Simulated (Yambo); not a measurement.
## AlN: changing the choice of potentials or basis

It takes space group F-43m (No. 216, cubic). Conventional cell: a = 4.368 Å, b = 4.368 Å, c = 4.368 Å, α = 90.00°, β = 90.00°, γ = 90.00°. Al (site symmetry -43m) has 4 N at 1.89 Å as nearest neighbours. Around N (site symmetry -43m) lie 4 Al at 1.89 Å.

Measurements of this composition are mostly on another form, of space group No. 186.

Kept alike: task optical spectrum; functional PBE; k mesh 6 × 6 × 6; occupations fixed; no spin polarisation. Program: Yambo. Cutoffs run from 952 to 1238 eV. The mesh is that of the run's cell of 2 atoms. No spin-orbit coupling.

```csv
choice of potentials or basis,band gap (eV)
Ansatz NC SR PBE,3.312
PseudoDojo 0.4 SR PBE stringent,3.325
PseudoDojo 0.4.1 SR PBE standard,3.325
PseudoDojo 0.5 SR PBE standard,3.325
SG15 PBE 1.2,3.339
SPMS 1.0 PBE,3.324
```

A gap read on the mesh alone can miss an edge between its points.

The band gap runs from 3.312 (Ansatz NC SR PBE) to 3.339 eV (SG15 PBE 1.2).
